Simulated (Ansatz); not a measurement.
## What a change of settings does to a run on CsI

The cell is COD entry 9008790, as deposited and not checked against the literature; nothing was relaxed.

First run: DFT, r2SCAN, PAW with Ansatz's default frozen-core files, scalar-relativistic (Ansatz 0.2.0).

Command: `ansatz run input.yaml --threads 1 --pin off --max-ram 2048MiB --backend cpu --events-out ev --progress --plain --runs-dir out` The run took 6.2 s on 1 thread of Intel(R) Xeon(R) 6975P-C (Granite Rapids) (shared host), peak memory 0.66 GiB.

```yaml
crystal:
  lattice:
    - [4.5667, 0.0, 0.0]
    - [0.0, 4.5667, 0.0]
    - [0.0, 0.0, 4.5667]
  atoms:
    - { symbol: Cs, position: [0.0, 0.0, 0.0] }
    - { symbol: I, position: [0.5, 0.5, 0.5] }
kpoints:
  mp_grid: { grid: [7, 7, 7] }
  band_path:
    path:
      - [0.0, 0.0, 0.0]
      - [0.0, 0.5, 0.0]
      - [0.5, 0.5, 0.0]
      - [0.0, 0.0, 0.0]
      - [0.5, 0.5, 0.5]
      - [0.0, 0.5, 0.0]
      - [0.5, 0.5, 0.5]
      - [0.5, 0.5, 0.0]
    npoints: 5
scf:
  occupations: { method: fermi_dirac, width: 0.01 }
hamiltonian:
  xc: r2scan
  pseudopotentials: { kind: paw }
output:
  forces: true
  stress: true
  eigenvalues: true
  efg: { contact_densities: true }
```

Result: converged; pressure 0.38 GPa; gap on the k mesh 4.64 eV (the mesh can miss the band edges); 6 SCF iterations.

No spin–orbit coupling, which matters for the heavy atoms here.

A second input differs as follows:

```diff
@@ -8,5 +8,5 @@
     - { symbol: I, position: [0.5, 0.5, 0.5] }
 kpoints:
-  mp_grid: { grid: [7, 7, 7] }
+  mp_grid: { grid: [1, 1, 1] }
   band_path:
     path:
@@ -22,4 +22,5 @@
 scf:
   occupations: { method: fermi_dirac, width: 0.01 }
+  max_iter: 50
 hamiltonian:
   xc: r2scan
```

Task: What is wrong with it, and what does the program do?

Result: The fault is one k-point for a small cell. The run converged; energy at zero smearing +2005.3 meV/atom from the first run; pressure 13.78 GPa; gap on the k mesh 4.30 eV (the mesh can miss the band edges); 7 SCF iterations. Such numbers aren't properties of the crystal. The log ends:
```
  atom   1  Cs V_zz =    +0.000000   η = 0.0000   by run symmetry: forbidden
            electrostatic potential = -9373.181751 V   contact ρ = 1899465.933861 e/Å³
  atom   2  I  V_zz =    +0.000000   η = 0.0000   by run symmetry: forbidden
            electrostatic potential = -8888.605259 V   contact ρ = 1602878.328724 e/Å³
--- Band table (eV) ---
  k-point 0: bands = ["-38.6255", "-38.6255", "-38.6211", "-38.6211", "-38.6211", "-17.1858", "-6.3703", "-3.5717", "-3.5717", "-3.5717", "4.2794", "4.2794", "4.2794", "8.5786", "8.5786", "8.7054", "12.2015"]
```
